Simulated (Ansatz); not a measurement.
A single-point calculation of BeTe in the zincblende structure with Ansatz, at the level PBE. The cell was relaxed with r2SCAN and then strained (epitaxial -2.0 % in the plane normal to [111], free normal strain +0.77 %), with the atoms relaxed again with r2SCAN; k points keep the names of the unstrained zone.

The input:
```yaml
crystal:
  lattice:
    - [0.0522978644, 2.8243490173, 2.8243490173]
    - [2.8243490173, 0.0522978644, 2.8243490173]
    - [2.8243490173, 2.8243490173, 0.0522978644]
  atoms:
    - { symbol: Be, position: [0.0010866165, 0.0010866165, 0.0010866165] }
    - { symbol: Te, position: [0.2489133835, 0.2489133835, 0.2489133835] }
kpoints:
  mp_grid: { grid: [8, 8, 8] }
  band_path:
    path:
      - [0.0, 0.0, 0.0]
      - [-0.5, -0.5, 0.0]
      - [-0.375, -0.375, 0.25]
      - [-0.375, 0.0, 0.375]
      - [0.0, 0.0, 0.5]
      - [-0.5, -0.25, 0.25]
      - [0.0, 0.5, 0.5]
    npoints: 1
hamiltonian:
  xc: pbe
scf:
  occupations: { method: fermi_dirac, width: 0.02 }
  n_extra_bands: 4
output:
  forces: true
  stress: true
  eigenvalues: true
```

Command: `ansatz run input.yaml --threads 2 --pin off --max-ram 18432MiB --backend cpu --events-out ev --progress --plain --runs-dir out`. Wall time 1.7 s on 2 threads of AMD EPYC 7R13 Processor (Zen 3), with other jobs on the host; peak host memory 0.43 GiB.

Abridged output:
```
Pseudopotential: Be, paw, valence charge 2, recommended cutoff 420 eV (normal)
Pseudopotential: Te, paw, valence charge 16, recommended cutoff 420 eV (normal)
Functional definition: PBE
Crystal: 2 atoms, lattice volume = 43.808 Å³
Basis set: ecut = 420 eV, 875 PW (Γ)
Bands: 13, of which v1, the nominal top of the filled ones, is band 9 counted from 1 (8 counted from 0)
Symmetry: 6 space group operations
Space group: R3m (ITA 160)
k-points: 65 of 512 (time reversal used)
preconditioner: auto → none  [insulator: Δε(μ)=1.840 eV  σ=0.020 eV  ℏωp=15.9 eV]
SCF 1 converged in 7 iterations: F = -7073.426481 eV  dr2 = 3.91e-8
SCF converged after 7 iterations
Free energy (F): -7073.426481 eV
Fermi energy:    8.667852 eV
--- Forces (eV/Å), atoms counted from 1 ---
  atom   1  Be      0.00390      0.00390      0.00390
  atom   2  Te    -0.00389    -0.00389    -0.00389
--- Stress (GPa, compression-positive) ---
        2.220712      -1.000414      -1.000414
       -1.000414       2.220712      -1.000414
       -1.000414      -1.000414       2.220712
  P = ⅓ Tr σ = 2.2207 GPa (22.207 kbar)
```

bands.tsv, columns around the gap (it counts bands from 0):
```tsv
# k_distance	band_4	band_5	band_6	band_7	band_8	band_9	band_10	band_11	band_12
# fermi_ev = 8.667852
# [0, 0, 0] at k_distance = 0.000000
# [-0.5, -0.5, 0] at k_distance = 1.123010
# [-0.375, -0.375, 0.25] at k_distance = 1.516378
# [-0.375, 0, 0.375] at k_distance = 2.206187
# [0, 0, 0.5] at k_distance = 2.895996
# [-0.5, -0.25, 0.25] at k_distance = 3.682733
# [0, 0.5, 0.5] at k_distance = 4.929007
# levels_relative_to = fermi_ev
0.000	-37.252	-13.422	-1.153	-0.916	-0.916	2.339	2.712	2.712	3.076
1.123	-37.248	-11.520	-6.206	-3.808	-3.596	0.924	1.686	8.809	8.876
1.516	-37.249	-11.564	-5.846	-4.998	-3.185	1.810	4.099	6.977	7.322
2.206	-37.250	-11.523	-5.831	-4.946	-3.377	1.582	4.521	6.828	7.408
2.896	-37.249	-11.996	-6.644	-2.251	-2.153	2.064	3.516	3.646	6.784
3.683	-37.250	-11.485	-5.656	-4.781	-4.284	4.224	4.508	4.729	5.351
4.929	-37.248	-11.520	-6.206	-3.808	-3.596	0.924	1.686	8.809	8.876
```
In order the rows are Γ, X, U, K, L, W, X.

With PBE the valence top lies at Γ and the conduction bottom at X, 1.84 eV higher; the smallest vertical gap, at Γ, is 3.25 eV. With the atoms held, the mean pressure is +2.22 GPa (compression positive).

Spin-unpolarised throughout; all numbers are computed.

No spin-orbit coupling is included; it can move band edges with weight on the heavy atoms by tenths of an eV.
